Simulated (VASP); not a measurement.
Here is a VASP 6.6.1 calculation.

File INCAR:

```
  PREC = Accurate
  ENCUT = 520
  EDIFF = 1E-7
  ISMEAR = 0
  SIGMA = 0.03
  LREAL = F
  LASPH = T
  NELM = 80
  ALGO = Normal
  ISIF = 2
  LWAVE = F
  LCHARG = F
  GGA = PE
  LOPTICS = T
  NBANDS = 36
  NEDOS = 2000
  CSHIFT = 0.1
```

Contents of KPOINTS:

```
Automatic mesh
0
Gamma
  14 14 14
```

File POSCAR:

```
C                                       
1.0
    0.0000000000      1.7774542777      1.7774542777
    1.7774542777      0.0000000000      1.7774542777
    1.7774542777      1.7774542777      0.0000000000
  C             
     2
Direct
     0.0000000000000000    0.0000000000000000    0.0000000000000000
     0.2500000000000000    0.2500000000000000    0.2500000000000000
```

Potentials or basis: VASP PAW PBE potentials, release 64 (C).

Command:

```sh
$ cat potpaw_PBE.64/C/POTCAR > POTCAR
$ mpirun -np 1 vasp_std > vasp.out
```

Q: Estimate the band gap on the k mesh.

A: 4.15 eV, indirect (least direct gap 5.62 eV).

Q: Predict the pressure.

A: 7.0 GPa.

Dielectric function (mean over the directions given):
```tsv
energy (eV)	real part	imaginary part
0.31	5.94	0.00
1.30	6.01	0.01
2.37	6.21	0.02
3.36	6.53	0.04
4.43	7.14	0.08
5.42	8.49	0.33
6.49	7.53	1.78
7.48	7.52	2.97
8.55	8.80	5.37
9.54	9.33	7.02
10.61	12.99	12.91
11.60	2.40	12.65
12.67	-7.82	7.82
13.66	-2.41	3.90
14.73	-2.55	6.53
15.73	-4.08	3.86
16.79	-2.33	2.13
17.79	-2.05	2.52
18.86	-2.06	1.55
19.92	-1.21	0.62
```

Caveat: spectra need much finer meshes, so this one isn't converged; independent-particle spectra lack excitons. A k mesh can miss the band edges.
